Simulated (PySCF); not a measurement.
Compound: malononitrile, C3H2N2.
Geometry (GFN2-xTB, Å), atoms numbered from 1 in this order:
```xyz
7
C3H2N2 angstrom
N      0.0234    2.2242    0.9139
C     -0.1712    1.1757    0.5085
C     -0.4208   -0.1542   -0.0052
C      0.7872   -0.9482    0.0646
N      1.7386   -1.5753    0.1180
H     -1.2048   -0.6323    0.5923
H     -0.7490   -0.0850   -1.0482
```

The closed-shell SCF was solved with PySCF and density fitting under several settings on one GFN2-xTB geometry (grid level 2 and gas phase unless stated).

| settings | basis functions | SCF cycles | E (Eh) | HOMO (eV) | LUMO (eV) | dipole (D) |
| --- | --- | --- | --- | --- | --- | --- |
| PBE0/pcSseg-1 | 95 | 12 | -224.6848 | -10.17 | -0.39 | 4.00 |
| CAM-B3LYP/def2-SVPD | 116 | 12 | -224.7044 | -11.62 | 0.41 | 4.08 |
| KT3/pcseg-1, start guess vsap, energy threshold 1e-07 Eh | 80 | 10 | -228.4436 | -8.81 | -1.43 | 3.81 |

Task: Estimate the row for these settings: PBE0/MINI, damping 0.3 at the start, DIIS from the seventh cycle.

Result: 
```
                                                        settings  basis functions  SCF cycles     E (Eh)  HOMO (eV)  LUMO (eV)  dipole (D)
PBE0/MINI, damping 0.3 at the start, DIIS from the seventh cycle               27          16  -222.9120     -12.13      -1.85        3.39
```

Task: Over all rows, what range does the HOMO–LUMO gap span?

Result: From 7.38 eV (KT3/pcseg-1, start guess vsap, energy threshold 1e-07 Eh) to 12.03 eV (CAM-B3LYP/def2-SVPD). The functional of the narrowest has no exact exchange, that of the widest range-separated exact exchange.

Task: Compare two rows with the functional PBE0: PBE0/MINI, damping 0.3 at the start, DIIS from the seventh cycle and PBE0/pcSseg-1. Which energy is lower, and by how much?

Result: PBE0/pcSseg-1 (95 functions) lies 1.7728 Eh or 1112 kcal/mol below PBE0/MINI, damping 0.3 at the start, DIIS from the seventh cycle (27 functions).

Cycle counts include a coarse-grid stage where the run had one. KT3 was designed for NMR shieldings or shifts; total energies of different functionals aren't comparable.
